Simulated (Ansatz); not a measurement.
Records of electronic-structure calculations.

## BN (P6_3/mmc): band gap by G0W0 on HSE06

It takes space group P6_3/mmc (No. 194, hexagonal). The conventional cell has a = 2.504 Å, b = 2.504 Å, c = 6.661 Å, α = 90.00°, β = 90.00°, γ = 120.00°. B has 3 N at 1.45 Å nearest. Nearest to N lie 3 B at 1.45 Å. Farther neighbours and most contacts between anions are not listed.

```
B N
1.0
     2.50399    0.00000    0.00000
    -1.25199    2.16852    0.00000
     0.00000    0.00000    6.66120
B N
2 2
Direct
  0.33333 0.66667 0.25000
  0.66667 0.33333 0.75000
  0.33333 0.66667 0.75000
  0.66667 0.33333 0.25000
```

```
method                                               : G0W0 on HSE06, plane waves, PAW (and 1 further level or step)
program                                              : Ansatz 0.2.0
settings of one run                                  : cutoff 870 eV, 12×12×4 k-mesh, {"kind": "paw", "source": "ansatz"}, empty bands 324, screening cutoff 250 eV, screening contour deformation, QP bands (v2, c2), PAW set ansatz
cost                                                 : 2 runs, 4.9 min in all on 1 × NVIDIA H100 80GB HBM3 (shared by 6 runs) with 3 threads of AMD EPYC 7R13 (Zen 3), shared host (the runs of this entry)
notes                                                : In doubt: masses and optical values from hybrid runs of this build are listed as unsure (in some of the runs), which bears on the screening that GW takes from such a start. The cell and positions come from the Crystallography Open Database and are kept as given unless a step says otherwise. The differences hold parts that these runs do not separate: finite bands, cutoffs and mesh, points of the zone that were not corrected, the start of G0W0, spin-orbit coupling missing from it, static nuclei, no electron-hole attraction, and what each experiment reads as the gap. [rest of the remark cut]
HSE06 gap over mesh and listed points                : 5.551 eV, from k = (0.300, 0.300, 0.000) to k = (0.500, 0.000, 0.000)
G0W0@HSE06 gap over 19 of 57 irreducible mesh points : 6.619 eV, from k = (0.333, 0.333, -0.500) to k = (0.000, -0.500, 0.000)
GW settings                                          : 12×12×4 mesh, 324 empty bands, screening to 250 eV, hard PAW files
known limits                                         : finite bands, screening cutoff and k mesh; no spin-orbit coupling in G0W0
```

Over 19 of 57 irreducible mesh points the G0W0 gap is 6.619 eV, from k = (0.333, 0.333, -0.500) to k = (0.000, -0.500, 0.000). The HSE06 gap of this run on the mesh is 5.597 eV. The two states that bound the G0W0 gap lie that far apart at the start, so the correction of the gap is 6.619 − 5.597 = +1.022 eV. The valence state moves by 3.190 − 3.888 = −0.698 eV and the conduction state by 9.809 − 9.484 = +0.325 eV, on the run's own scale; how far single levels stand from their limit in bands is not shown.

### BN (P6_3/mmc): band gap by G0W0 on PBE

It takes space group P6_3/mmc (No. 194, hexagonal). Conventional cell: a = 2.504 Å, b = 2.504 Å, c = 6.661 Å, α = 90.00°, β = 90.00°, γ = 120.00°. Nearest to B lie 3 N at 1.45 Å. N has 3 B at 1.45 Å nearest. Farther neighbours and most contacts between anions are not listed.

```
B N
1.0
     2.50399    0.00000    0.00000
    -1.25199    2.16852    0.00000
     0.00000    0.00000    6.66120
B N
2 2
Direct
  0.33333 0.66667 0.25000
  0.66667 0.33333 0.75000
  0.33333 0.66667 0.75000
  0.66667 0.33333 0.25000
```

```
method                                             : DFT, PBE, plane waves, PAW; PAW set soft_1 (and 1 further level or step)
program                                            : Ansatz 0.2.0
settings of one run                                : cutoff 420 eV, 12×12×4 k-mesh, smearing width 0.02 eV, PAW set soft 1
cost                                               : 2 runs, 5.6 min in all on 1 × NVIDIA H100 80GB HBM3 (shared by 6 runs) with 3 threads of AMD EPYC 7R13 (Zen 3), shared host (the runs of this entry)
notes                                              : The cell and positions come from the Crystallography Open Database and are kept as given unless a step says otherwise. From 158 bands and 150 eV to 332 bands and 250 eV the gap moves by 5.984 − 5.830 = +0.154 eV; bands and screening cutoff rise together, so their parts are not told apart. Two runs can’t test a law of convergence, so the limit is not known. With the 18×18×6 mesh in place of the 12×12×4 mesh and all else as in the G0W0@PBE row with 158 bands, the gap differs by 5.781 − 5.830 = −0.049 eV, and that of the start by 4.249 − 4.287 = −0.038 eV; [rest of the remark cut]
PBE gap over mesh and path                         : 4.244 eV, from k = (0.300, 0.300, 0.000) to k = (0.500, 0.000, 0.000)
G0W0@PBE gap over 24 of 57 irreducible mesh points : 5.984 eV, from k = (0.333, 0.333, -0.500) to k = (0.000, -0.500, 0.000)
GW settings                                        : 12×12×4 mesh, 324 empty bands, screening to 250 eV, hard PAW files
known limits                                       : finite bands, screening cutoff and k mesh; no spin-orbit coupling in G0W0
```

Over 24 of 57 irreducible mesh points the G0W0 gap is 5.984 eV, from k = (0.333, 0.333, -0.500) to k = (0.000, -0.500, 0.000). The PBE gap of this run on the mesh is 4.287 eV. The two states that bound the G0W0 gap lie that far apart at the start, so the correction of the gap is 5.984 − 4.287 = +1.697 eV. The valence state moves by 3.567 − 4.702 = −1.135 eV and the conduction state by 9.551 − 8.989 = +0.562 eV, on the run's own scale; with 158 bands the edge states move by −0.910 and +0.633 eV, so the split between the edges depends on the bands and cutoff.

[Paths, hosts, dates, memory and timing lines, banners, echoed tables and standing remarks are left out of the program output.]

[Logs are printed without paths, hosts, clocks, repeated set-up lines and the standing remarks that a program may print on its own settings, such as how far it seeks lower states.]

[Runs of the session that timed out or met a known fault of the program may be left out.]

[Cells called generated may have been cut or substituted from an entry of the Crystallography Open Database or the Materials Project.]

[Hosts, paths, dates, database ids (printed as entryN), source tags and the programs' standing remarks are cut or masked in the printed files.]
